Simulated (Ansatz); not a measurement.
# Te2Mo: the cost of one run

Method: DFT PBE+D3(BJ), scalar-relativistic, plane waves, PAW, in Ansatz 0.2.0.

1 further run of the same task is left out (set aside as unsound or not needed).

### 1 The system as given

It takes space group P2_1/m (No. 11, monoclinic). The conventional cell has a = 6.331 Å, b = 3.469 Å, c = 13.311 Å, α = 90.00°, β = 94.19°, γ = 90.00°. Around Te (site symmetry m) lie 3 Mo at 2.70 to 2.71 Å. Te (site symmetry m) has 3 Mo at 2.79 to 2.80 Å as nearest neighbours. Te (site symmetry m) is surrounded by 3 Mo at 2.70 Å. Around Mo (site symmetry m) lie 6 Te at 2.70 to 2.80 Å and 2 Mo at 2.88 Å.

Structure file:

```cif
data_structure
_symmetry_space_group_name_H-M 'P2_1/m'
_symmetry_Int_Tables_number 11
_cell_length_a 6.3306
_cell_length_b 3.4691
_cell_length_c 13.3108
_cell_angle_alpha 90.000
_cell_angle_beta 94.192
_cell_angle_gamma 90.000
_cell_volume 291.55
loop_
_atom_site_label
_atom_site_type_symbol
_atom_site_symmetry_multiplicity
_atom_site_Wyckoff_symbol
_atom_site_fract_x
_atom_site_fract_y
_atom_site_fract_z
_atom_site_occupancy
Te1 Te 2 e 0.55654 0.75000 0.34523 1
Te2 Te 2 e 0.58911 0.25000 0.10668 1
Te3 Te 2 e 0.09680 0.75000 0.15548 1
Te4 Te 2 e 0.05352 0.25000 0.39288 1
Mo1 Mo 2 e 0.31982 0.75000 0.50645 1
Mo2 Mo 2 e 0.18217 0.25000 0.00813 1
```

This cell was relaxed beforehand with the same method: volume 24.30 Å³/atom, gap on the mesh none (metal).

### 2 The bulk in the cell of the plane

The input, input.yaml:

```yaml
crystal:
  lattice:
    - [3.4691405878, 0.0, 0.0]
    - [0.0, 6.3306367483, 0.0]
    - [0.0, -0.9730723794, 13.2751710193]
  atoms:
    - { symbol: Te, position: [0.25, 0.5565399854, 0.3452290064] }
    - { symbol: Te, position: [0.75, 0.4434600146, 0.6547709936] }
    - { symbol: Te, position: [0.75, 0.5891073217, 0.1066789749] }
    - { symbol: Te, position: [0.25, 0.4108926783, 0.8933210251] }
    - { symbol: Te, position: [0.25, 0.0968018231, 0.1554774216] }
    - { symbol: Te, position: [0.75, 0.9031981769, 0.8445225784] }
    - { symbol: Te, position: [0.75, 0.0535211668, 0.3928815002] }
    - { symbol: Te, position: [0.25, 0.9464788332, 0.6071184998] }
    - { symbol: Mo, position: [0.25, 0.3198217664, 0.5064526037] }
    - { symbol: Mo, position: [0.75, 0.6801782336, 0.4935473963] }
    - { symbol: Mo, position: [0.75, 0.1821748345, 0.0081336903] }
    - { symbol: Mo, position: [0.25, 0.8178251655, 0.9918663097] }
basis:
  ecutwfc: 420
kpoints:
  mp_grid: { grid: [10, 6, 3] }
hamiltonian:
  xc: pbe
  dispersion: d3bj
scf:
  occupations: { method: gaussian, width: 0.1 }
output:
  forces: true
  stress: true
  eigenvalues: true
  write_density: true
  write_potential: true
  elf: true
  volumetric_format: npy
```

On the command line:

```
$ ansatz run input.yaml --threads 2 --pin off --max-ram 5120MiB --backend cpu --events-out ev --progress --plain --runs-dir out
```

What time and memory should one allow on 2 threads of Arm Neoverse V1, shared host?

About 78 s, with a peak of 1.5 GiB.
